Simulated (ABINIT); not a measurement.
# Converging GW for TiO2 (P1) in ABINIT, part 2 of 2

What does each rung of G0W0 on TiO2 (P1) cost, and what does it buy?

ABINIT 10.8.3; LDA and many-body steps on it, plane waves. Known limits of the many-body steps: not at the basis limit; coarse k mesh.

So far. Step 3 (Screening, 4×2×2 mesh, 115 bands, screening to 68.6 eV): Local fields lower ε∞ by 6 %. On a Γ-centred mesh this coarse the value itself is usually too large, while a short band sum pulls it down. Step 4 (115 bands, 68.6 eV): The gap on the mesh goes from 2.27 eV to 4.10 eV, a correction of +1.83 eV.

**6. 157 bands, 90.6 eV**

This step: G0W0 on LDA, plane waves, norm-conserving pseudopotentials.

run.abi

```
acell 3*1.0 Angstrom
rprim 
  2.968264546300 0.000000000000 -0.000000000000
  0.000208083400 4.707606754900 0.000000000000
  1.483569621100 0.242353462000 7.083464797900
ntypat 2
znucl 22 8
natom 9
typat 1 1 1 2 2 2 2 2 2
xred 
  0.661708140000 0.520474360000 0.684496360000
  0.344640210000 0.480259650000 0.316959870000
  0.003371870000 0.000388810000 0.000703190000
  0.568025670000 0.815300060000 0.872827180000
  0.229407150000 0.703007280000 0.549514730000
  0.906497210000 0.691836990000 0.195171570000
  0.101236240000 0.308953420000 0.806243220000
  0.777926340000 0.297728750000 0.451878070000
  0.440038160000 0.185437690000 0.128538800000
pp_dirpath "pseudos"
pseudos "Ti.upf, O.upf"
ecut 38
ngkpt 4 2 2
nshiftk 1
shiftk 0 0 0
kptopt 1
chksymbreak 0
istwfk *1
occopt 1
irdwfk 1
optdriver 4
nband 157
gwcalctyp 0
ecutsigx 38
symsigma 1
nkptgw 8
kptgw 
  0.0000000000 0.0000000000 0.0000000000
  0.5000000000 0.0000000000 0.0000000000
  0.0000000000 0.5000000000 0.0000000000
  0.5000000000 0.5000000000 0.0000000000
  0.0000000000 0.0000000000 0.5000000000
  0.5000000000 0.0000000000 0.5000000000
  0.0000000000 0.5000000000 0.5000000000
  0.5000000000 0.5000000000 0.5000000000
bdgw 
  35 38
  35 38
  35 38
  35 38
  35 38
  35 38
  35 38
  35 38
ecuteps 3.33
irdscr 1
ppmodel 1
indata_prefix "in"
outdata_prefix "out"
tmpdata_prefix "tmp"
```

Started as:

```
OMP_NUM_THREADS=1 mpirun -n 4 abinit run.abi > log
```

Numbers of over 12 decimals in the logs are rounded to 6 here.

The log of the run:

```text
.Version 10.8.3 of ABINIT. v10.8.2 released Aug 2026.

 Symmetries : space group P1 (#  1); Bravais aP (primitive triclinic)
[... echo of the input left out ...]
== DATASET  1 ==================================================================
-   mpi_nproc: 4, omp_nthreads: 1 (-1 if OMP is not activated)

--- !DatasetInfo
iteration_state: {dtset: 1, }
dimensions: {natom: 9, nkpt: 12, mband: 157, nsppol: 1, nspinor: 1, nspden: 1, mpw: 7508, }
cutoff_energies: {ecut:  38.0, pawecutdg:  -1.0, }
electrons: {nelect:   7.20000000E+01, charge:   0.00000000E+00, occopt:   1.00000000E+00, tsmear:   1.00000000E-02, }

 SIGMA: Calculation of the GW corrections

 Based on a program developped by R.W. Godby, V. Olevano, G. Onida, and L. Reining.
 Incorporated in ABINIT by V. Olevano, G.-M. Rignanese, and M. Torrent.
.Using double precision arithmetic ; gwpc =  8

[... cell and pseudopotentials left out ...]
--------------------------------------------------------------------------------

 ==== K-mesh for the wavefunctions ====
 Number of points in the irreducible wedge :    12
[... list of points left out ...]
 Together with  1 symmetry operations and time-reversal symmetry
 yields    16 points in the full Brillouin Zone.

 ==== Q-mesh for screening function ====
 Number of points in the irreducible wedge :    12
[... list of points left out ...]
 Together with  1 symmetry operations and time-reversal symmetry
 yields    16 points in the full Brillouin Zone.

 vcoul_init : cutoff-mode = AUXILIARY_FUNCTION
 q-points for optical limit:   1
     1)      0.000010    0.000020    0.000030
 setmesh: FFT mesh size selected  =    32x   50x   75
          total number of points  =       120000

 Number of electrons calculated from density =   72.0000; Expected =   72.0000
[...]
data: !SigmaeeData |
     Band     E0 <VxcDFT>   SigX SigC(E0)      Z dSigC/dE  Sig(E)    E-E0       E
       35   3.951 -20.192 -24.629   4.695   0.773  -0.294 -19.992   0.200   4.151
       36   4.182 -19.911 -24.519   4.851   0.769  -0.301 -19.725   0.186   4.368
       37   6.449 -20.183 -12.107  -5.672   0.780  -0.281 -18.306   1.877   8.326
[...]
--- !SelfEnergy_ee
iteration_state: {dtset: 1, }
kpoint     : [   0.500,    0.000,    0.000, ]
spin       : 1
KS_gap     :    3.547
QP_gap     :    5.274
Delta_QP_KS:    1.727
data: !SigmaeeData |
     Band     E0 <VxcDFT>   SigX SigC(E0)      Z dSigC/dE  Sig(E)    E-E0       E
[...]
--- !SelfEnergy_ee
[...]
kpoint     : [   0.000,    0.500,    0.000, ]
spin       : 1
KS_gap     :    3.061
QP_gap     :    4.763
Delta_QP_KS:    1.702
data: !SigmaeeData |
     Band     E0 <VxcDFT>   SigX SigC(E0)      Z dSigC/dE  Sig(E)    E-E0       E
[...]
--- !SelfEnergy_ee
iteration_state: {dtset: 1, }
kpoint     : [   0.000,    0.500,    0.500, ]
spin       : 1
KS_gap     :    2.556
QP_gap     :    4.249
Delta_QP_KS:    1.694
data: !SigmaeeData |
     Band     E0 <VxcDFT>   SigX SigC(E0)      Z dSigC/dE  Sig(E)    E-E0       E
[...]
--- !SelfEnergy_ee
iteration_state: {dtset: 1, }
kpoint     : [   0.500,    0.500,    0.500, ]
spin       : 1
KS_gap     :    2.938
QP_gap     :    4.588
Delta_QP_KS:    1.649
data: !SigmaeeData |
     Band     E0 <VxcDFT>   SigX SigC(E0)      Z dSigC/dE  Sig(E)    E-E0       E
[...]
37   6.602 -19.849 -12.038  -5.519   0.779  -0.284 -18.064   1.785   8.387
       38   6.742 -19.877 -12.022  -5.545   0.779  -0.283 -18.077   1.799   8.541

== END DATASET(S) ==============================================================
================================================================================

 -outvars: echo values of variables after computation  --------
           etotal      0.0000000000E+00
            nband         157
             nkpt          12
          spgroup           1
 [... the other variables as echoed above ...]

 Calculation completed.
```

Elapsed: 49 s, on 4 MPI ranks of Arm Neoverse V1, shared host; peak memory 1.8 GiB.

This step gave:

| Item | Value |
| --- | --- |
| G0W0 gap on the mesh | 3.958 eV |
| starting gap on the mesh | 2.268 eV |
| k of the valence top | 0, 0, 0 |
| k of the conduction bottom | 0, 0, 0 |
| Z at the valence top | 0.769 |
| Z at the conduction bottom | 0.78 |
| least direct G0W0 gap on the computed points | 3.958 eV |

Against G0W0 in ABINIT (4×2×2 mesh, 115 bands, screening to 68.6 eV, Godby-Needs plasmon pole), the gap moves by −0.144 eV.

**7. Screening, 4×2×2 mesh, 222 bands, screening to 120.8 eV**

This step: RPA screening on LDA, plane waves, norm-conserving pseudopotentials.

Changes to run.abi since step 6:

```diff
@@ -30,29 +30,8 @@
 irdwfk 1
-optdriver 4
-nband 157
-gwcalctyp 0
-ecutsigx 38
-symsigma 1
-nkptgw 8
-kptgw 
-  0.0000000000 0.0000000000 0.0000000000
-  0.5000000000 0.0000000000 0.0000000000
-  0.0000000000 0.5000000000 0.0000000000
-  0.5000000000 0.5000000000 0.0000000000
-  0.0000000000 0.0000000000 0.5000000000
-  0.5000000000 0.0000000000 0.5000000000
-  0.0000000000 0.5000000000 0.5000000000
-  0.5000000000 0.5000000000 0.5000000000
-bdgw 
-  35 38
-  35 38
-  35 38
-  35 38
-  35 38
-  35 38
-  35 38
-  35 38
-ecuteps 3.33
-irdscr 1
-ppmodel 1
+optdriver 3
+nband 222
+ecuteps 4.44
+inclvkb 2
+awtr 1
+symchi 1
 indata_prefix "in"
```

The log of the run:

```text
.Version 10.8.3 of ABINIT. v10.8.2 released Aug 2026.

 Symmetries : space group P1 (#  1); Bravais aP (primitive triclinic)
[... echo of the input left out ...]
== DATASET  1 ==================================================================
-   mpi_nproc: 4, omp_nthreads: 1 (-1 if OMP is not activated)

--- !DatasetInfo
iteration_state: {dtset: 1, }
dimensions: {natom: 9, nkpt: 12, mband: 222, nsppol: 1, nspinor: 1, nspden: 1, mpw: 7508, }
cutoff_energies: {ecut:  38.0, pawecutdg:  -1.0, }
[...]
--------------------------------------------------------------------------------
[... chi0 elements left out ...]
 For q-point:  0.000010 0.000020 0.000030
  dielectric constant =   6.9114
  dielectric constant without local fields =   7.4885

  Average fulfillment of the sum rule on Im[epsilon] for q-point    1 :     66.14  [%]
[... wings left out ...]
  q-point number  2        q = ( 0.250000, 0.000000, 0.000000) [r.l.u.]
--------------------------------------------------------------------------------
[... chi0 elements left out ...]
  Average fulfillment of the sum rule on Im[epsilon] for q-point    2 :     69.27  [%]

 [... 10 further q-points ...]
```

The job ended after 7.3 min (4 MPI ranks; peak memory 3.8 GiB).

This step gave:

```
ε∞ with local fields, on this mesh, along the program's q direction : 6.911
the same without local fields                                       : 7.489
plasma frequency                                                    : 31.67 eV
plane waves in the screening matrix                                 : 301
```

**8. 222 bands, 120.8 eV**

This step: G0W0 on LDA, plane waves, norm-conserving pseudopotentials.

Changes to run.abi since step 7:

```diff
@@ -30,8 +30,29 @@
 irdwfk 1
-optdriver 3
+optdriver 4
 nband 222
+gwcalctyp 0
+ecutsigx 38
+symsigma 1
+nkptgw 8
+kptgw 
+  0.0000000000 0.0000000000 0.0000000000
+  0.5000000000 0.0000000000 0.0000000000
+  0.0000000000 0.5000000000 0.0000000000
+  0.5000000000 0.5000000000 0.0000000000
+  0.0000000000 0.0000000000 0.5000000000
+  0.5000000000 0.0000000000 0.5000000000
+  0.0000000000 0.5000000000 0.5000000000
+  0.5000000000 0.5000000000 0.5000000000
+bdgw 
+  35 38
+  35 38
+  35 38
+  35 38
+  35 38
+  35 38
+  35 38
+  35 38
 ecuteps 4.44
-inclvkb 2
-awtr 1
-symchi 1
+irdscr 1
+ppmodel 1
 indata_prefix "in"
```

The log of the run:

```text
.Version 10.8.3 of ABINIT. v10.8.2 released Aug 2026.

 Symmetries : space group P1 (#  1); Bravais aP (primitive triclinic)
[... echo of the input left out ...]
== DATASET  1 ==================================================================
-   mpi_nproc: 4, omp_nthreads: 1 (-1 if OMP is not activated)

--- !DatasetInfo
iteration_state: {dtset: 1, }
dimensions: {natom: 9, nkpt: 12, mband: 222, nsppol: 1, nspinor: 1, nspden: 1, mpw: 7508, }
cutoff_energies: {ecut:  38.0, pawecutdg:  -1.0, }
[...]
Band     E0 <VxcDFT>   SigX SigC(E0)      Z dSigC/dE  Sig(E)    E-E0       E
[...]
37   6.602 -19.849 -12.038  -5.696   0.777  -0.287 -18.206   1.643   8.245
       38   6.742 -19.877 -12.022  -5.726   0.777  -0.287 -18.223   1.654   8.396

== END DATASET(S) ==============================================================
================================================================================

 -outvars: echo values of variables after computation  --------
           etotal      0.0000000000E+00
            nband         222
             nkpt          12
          spgroup           1
 [... the other variables as echoed above ...]

 Calculation completed.
```

Elapsed: 1.9 min, on 4 MPI ranks; peak memory 2.8 GiB; 7.4 min of CPU time.

Numbers from this step:

```yaml
g0w0_gap_on_the_mesh: 3.927 eV
starting_gap_on_the_mesh: 2.268 eV
k_of_the_valence_top: 0, 0, 0
k_of_the_conduction_bottom: 0, 0, 0
least_direct_g0w0_gap_on_the_computed_points: 3.927 eV
```

Against G0W0 in ABINIT (4×2×2 mesh, 157 bands, screening to 90.6 eV, Godby-Needs plasmon pole), the gap moves by −0.031 eV.

**9. Screening, 4×2×2 mesh, 312 bands, screening to 157 eV**

This step: RPA screening on LDA, plane waves, norm-conserving pseudopotentials.

Changes to run.abi since step 8:

```diff
@@ -30,29 +30,8 @@
 irdwfk 1
-optdriver 4
-nband 222
-gwcalctyp 0
-ecutsigx 38
-symsigma 1
-nkptgw 8
-kptgw 
-  0.0000000000 0.0000000000 0.0000000000
-  0.5000000000 0.0000000000 0.0000000000
-  0.0000000000 0.5000000000 0.0000000000
-  0.5000000000 0.5000000000 0.0000000000
-  0.0000000000 0.0000000000 0.5000000000
-  0.5000000000 0.0000000000 0.5000000000
-  0.0000000000 0.5000000000 0.5000000000
-  0.5000000000 0.5000000000 0.5000000000
-bdgw 
-  35 38
-  35 38
-  35 38
-  35 38
-  35 38
-  35 38
-  35 38
-  35 38
-ecuteps 4.44
-irdscr 1
-ppmodel 1
+optdriver 3
+nband 312
+ecuteps 5.77
+inclvkb 2
+awtr 1
+symchi 1
 indata_prefix "in"
```

The log of the run:

```text
.Version 10.8.3 of ABINIT. v10.8.2 released Aug 2026.

 Symmetries : space group P1 (#  1); Bravais aP (primitive triclinic)
[... echo of the input left out ...]
== DATASET  1 ==================================================================
-   mpi_nproc: 4, omp_nthreads: 1 (-1 if OMP is not activated)

--- !DatasetInfo
iteration_state: {dtset: 1, }
dimensions: {natom: 9, nkpt: 12, mband: 312, nsppol: 1, nspinor: 1, nspden: 1, mpw: 7508, }
cutoff_energies: {ecut:  38.0, pawecutdg:  -1.0, }
[...]
--------------------------------------------------------------------------------
[... chi0 elements left out ...]
 For q-point:  0.000010 0.000020 0.000030
  dielectric constant =   6.8988
  dielectric constant without local fields =   7.4939

  Average fulfillment of the sum rule on Im[epsilon] for q-point    1 :     73.61  [%]
[... wings left out ...]
  q-point number  2        q = ( 0.250000, 0.000000, 0.000000) [r.l.u.]
--------------------------------------------------------------------------------
[... chi0 elements left out ...]
  Average fulfillment of the sum rule on Im[epsilon] for q-point    2 :     76.10  [%]

 [... 10 further q-points ...]
```

Run time: 12 min. Hardware: 4 MPI ranks; peak memory 4.7 GiB; 50 min of CPU time.

This step gave:

```
ε∞ with local fields, on this mesh, along the program's q direction : 6.899
the same without local fields                                       : 7.494
plasma frequency                                                    : 31.67 eV
plane waves in the screening matrix                                 : 435
```

**10. 312 bands, 157 eV**

This step: G0W0 on LDA, plane waves, norm-conserving pseudopotentials.

Changes to run.abi since step 9:

```diff
@@ -30,8 +30,29 @@
 irdwfk 1
-optdriver 3
+optdriver 4
 nband 312
+gwcalctyp 0
+ecutsigx 38
+symsigma 1
+nkptgw 8
+kptgw 
+  0.0000000000 0.0000000000 0.0000000000
+  0.5000000000 0.0000000000 0.0000000000
+  0.0000000000 0.5000000000 0.0000000000
+  0.5000000000 0.5000000000 0.0000000000
+  0.0000000000 0.0000000000 0.5000000000
+  0.5000000000 0.0000000000 0.5000000000
+  0.0000000000 0.5000000000 0.5000000000
+  0.5000000000 0.5000000000 0.5000000000
+bdgw 
+  35 38
+  35 38
+  35 38
+  35 38
+  35 38
+  35 38
+  35 38
+  35 38
 ecuteps 5.77
-inclvkb 2
-awtr 1
-symchi 1
+irdscr 1
+ppmodel 1
 indata_prefix "in"
```

The log of the run:

```text
.Version 10.8.3 of ABINIT. v10.8.2 released Aug 2026.

 Symmetries : space group P1 (#  1); Bravais aP (primitive triclinic)
[... echo of the input left out ...]
== DATASET  1 ==================================================================
-   mpi_nproc: 4, omp_nthreads: 1 (-1 if OMP is not activated)

--- !DatasetInfo
iteration_state: {dtset: 1, }
dimensions: {natom: 9, nkpt: 12, mband: 312, nsppol: 1, nspinor: 1, nspden: 1, mpw: 7508, }
cutoff_energies: {ecut:  38.0, pawecutdg:  -1.0, }
[...]
Band     E0 <VxcDFT>   SigX SigC(E0)      Z dSigC/dE  Sig(E)    E-E0       E
[...]
37   6.602 -19.849 -12.038  -5.855   0.775  -0.290 -18.332   1.517   8.119
       38   6.742 -19.877 -12.022  -5.885   0.776  -0.289 -18.349   1.528   8.269

== END DATASET(S) ==============================================================
================================================================================

 -outvars: echo values of variables after computation  --------
           etotal      0.0000000000E+00
            nband         312
             nkpt          12
          spgroup           1
 [... the other variables as echoed above ...]

 Calculation completed.
```

Wall time 4.7 min (4 MPI ranks); peak memory 4 GiB.

This step gave:

* G0W0 gap on the mesh: 3.922 eV
* starting gap on the mesh: 2.268 eV
* k of the valence top: 0, 0, 0
* k of the conduction bottom: 0, 0, 0
* least direct G0W0 gap on the computed points: 3.922 eV

Against G0W0 in ABINIT (4×2×2 mesh, 222 bands, screening to 120.8 eV, Godby-Needs plasmon pole), the gap moves by −0.005 eV.

**11. Screening, 4×2×2 mesh, 437 bands, screening to 201.4 eV**

This step: RPA screening on LDA, plane waves, norm-conserving pseudopotentials.

Changes to run.abi since step 10:

```diff
@@ -30,29 +30,8 @@
 irdwfk 1
-optdriver 4
-nband 312
-gwcalctyp 0
-ecutsigx 38
-symsigma 1
-nkptgw 8
-kptgw 
-  0.0000000000 0.0000000000 0.0000000000
-  0.5000000000 0.0000000000 0.0000000000
-  0.0000000000 0.5000000000 0.0000000000
-  0.5000000000 0.5000000000 0.0000000000
-  0.0000000000 0.0000000000 0.5000000000
-  0.5000000000 0.0000000000 0.5000000000
-  0.0000000000 0.5000000000 0.5000000000
-  0.5000000000 0.5000000000 0.5000000000
-bdgw 
-  35 38
-  35 38
-  35 38
-  35 38
-  35 38
-  35 38
-  35 38
-  35 38
-ecuteps 5.77
-irdscr 1
-ppmodel 1
+optdriver 3
+nband 437
+ecuteps 7.4
+inclvkb 2
+awtr 1
+symchi 1
 indata_prefix "in"
```

The log of the run:

```text
.Version 10.8.3 of ABINIT. v10.8.2 released Aug 2026.

 Symmetries : space group P1 (#  1); Bravais aP (primitive triclinic)
[... echo of the input left out ...]
== DATASET  1 ==================================================================
-   mpi_nproc: 4, omp_nthreads: 1 (-1 if OMP is not activated)

--- !DatasetInfo
iteration_state: {dtset: 1, }
dimensions: {natom: 9, nkpt: 12, mband: 437, nsppol: 1, nspinor: 1, nspden: 1, mpw: 7508, }
cutoff_energies: {ecut:  38.0, pawecutdg:  -1.0, }
[...]
--------------------------------------------------------------------------------
[... chi0 elements left out ...]
 For q-point:  0.000010 0.000020 0.000030
  dielectric constant =   6.8823
  dielectric constant without local fields =   7.4960

  Average fulfillment of the sum rule on Im[epsilon] for q-point    1 :     79.35  [%]
[... wings left out ...]
  q-point number  2        q = ( 0.250000, 0.000000, 0.000000) [r.l.u.]
--------------------------------------------------------------------------------
[... chi0 elements left out ...]
  Average fulfillment of the sum rule on Im[epsilon] for q-point    2 :     81.27  [%]

 [... 10 further q-points ...]
```

Wall time 25 min (4 MPI ranks); peak memory 6.4 GiB; 1.7 h of CPU time.

Numbers from this step:

| Property | Result |
| --- | --- |
| ε∞ with local fields, on this mesh, along the program's q direction | 6.882 |
| the same without local fields | 7.496 |
| plasma frequency | 31.67 eV |
| plane waves in the screening matrix | 663 |

**12. 437 bands, 201.4 eV**

This step: G0W0 on LDA, plane waves, norm-conserving pseudopotentials.

Changes to run.abi since step 11:

```diff
@@ -30,8 +30,29 @@
 irdwfk 1
-optdriver 3
+optdriver 4
 nband 437
+gwcalctyp 0
+ecutsigx 38
+symsigma 1
+nkptgw 8
+kptgw 
+  0.0000000000 0.0000000000 0.0000000000
+  0.5000000000 0.0000000000 0.0000000000
+  0.0000000000 0.5000000000 0.0000000000
+  0.5000000000 0.5000000000 0.0000000000
+  0.0000000000 0.0000000000 0.5000000000
+  0.5000000000 0.0000000000 0.5000000000
+  0.0000000000 0.5000000000 0.5000000000
+  0.5000000000 0.5000000000 0.5000000000
+bdgw 
+  35 38
+  35 38
+  35 38
+  35 38
+  35 38
+  35 38
+  35 38
+  35 38
 ecuteps 7.4
-inclvkb 2
-awtr 1
-symchi 1
+irdscr 1
+ppmodel 1
 indata_prefix "in"
```

The log of the run:

```text
.Version 10.8.3 of ABINIT. v10.8.2 released Aug 2026.

 Symmetries : space group P1 (#  1); Bravais aP (primitive triclinic)
[... echo of the input left out ...]
== DATASET  1 ==================================================================
-   mpi_nproc: 4, omp_nthreads: 1 (-1 if OMP is not activated)

--- !DatasetInfo
iteration_state: {dtset: 1, }
dimensions: {natom: 9, nkpt: 12, mband: 437, nsppol: 1, nspinor: 1, nspden: 1, mpw: 7508, }
cutoff_energies: {ecut:  38.0, pawecutdg:  -1.0, }
[...]
Band     E0 <VxcDFT>   SigX SigC(E0)      Z dSigC/dE  Sig(E)    E-E0       E
[...]
37   6.602 -19.849 -12.038  -6.009   0.774  -0.291 -18.453   1.395   7.998
       38   6.742 -19.877 -12.022  -6.038   0.773  -0.294 -18.473   1.404   8.145

== END DATASET(S) ==============================================================
================================================================================

 -outvars: echo values of variables after computation  --------
           etotal      0.0000000000E+00
            nband         437
             nkpt          12
          spgroup           1
 [... the other variables as echoed above ...]

 Calculation completed.
```

Elapsed: 14 min, on 4 MPI ranks; peak memory 6.3 GiB.

Numbers from this step:

| Item | Value |
| --- | --- |
| G0W0 gap on the mesh | 3.904 eV |
| starting gap on the mesh | 2.268 eV |
| k of the valence top | 0, 0, 0 |
| k of the conduction bottom | 0, 0, 0 |
| least direct G0W0 gap on the computed points | 3.904 eV |

Against G0W0 in ABINIT (4×2×2 mesh, 312 bands, screening to 157 eV, Godby-Needs plasmon pole), the gap moves by −0.018 eV.

**13. Side by side**

Times are wall times on 4 MPI ranks of Arm Neoverse V1, shared host, good to a factor of about two. A run's time includes the screening step that it read.

```csv
run,mesh,bands,screening cutoff (eV),DFT gap (eV),gap on the mesh (eV),direct (eV),ε∞ used,time
"115 bands, 68.6 eV",4×2×2,115,68.6,2.268,4.102,4.102,7.00,2.6 min
"157 bands, 90.6 eV",4×2×2,157,90.6,2.268,3.958,3.958,6.98,5.2 min
"222 bands, 120.8 eV",4×2×2,222,120.8,2.268,3.927,3.927,6.91,9.2 min
"312 bands, 157 eV",4×2×2,312,157,2.268,3.922,3.922,6.90,17 min
"437 bands, 201.4 eV",4×2×2,437,201.4,2.268,3.904,3.904,6.88,40 min
```

**14. Results**

| Property | Result |
| --- | --- |
| 115 bands, 68.6 eV | 4.102 eV |
| 157 bands, 90.6 eV | 3.958 eV |
| 222 bands, 120.8 eV | 3.927 eV |
| 312 bands, 157 eV | 3.922 eV |
| 437 bands, 201.4 eV | 3.904 eV |
| known limits | not at the basis limit; coarse k mesh |

In words: From the first rung to the last the gap moves by −0.20 eV for 15 times the time. A denser mesh or path gives a starting gap of 2.21 eV: the GW mesh misses a band edge, so its gaps are not the fundamental one. The 4×2×2 mesh is coarse for this cell, which bears on the long-range parts of exchange and screening.

[Paths, hosts, dates, memory and timing lines, banners, echoed tables and standing remarks are left out of the program output.]

[Logs are printed without paths, hosts, clocks, repeated set-up lines and the standing remarks that a program may print on its own settings, such as how far it seeks lower states.]

[Runs of the session that timed out or met a known fault of the program may be left out.]

[Hosts, paths, dates, database ids (printed as entryN), source tags and the programs' standing remarks are cut or masked in the printed files.]

[G0W0 gaps are taken among the corrected bands and points alone; a level outside them can change the order at an edge.]

[Where Ansatz stands beside ABINIT at settings called matched, ABINIT's density can come from a denser mesh and the files from another edition; pairs whose starting gaps differed by over 0.03 eV were left out, so agreement reads better than it is.]
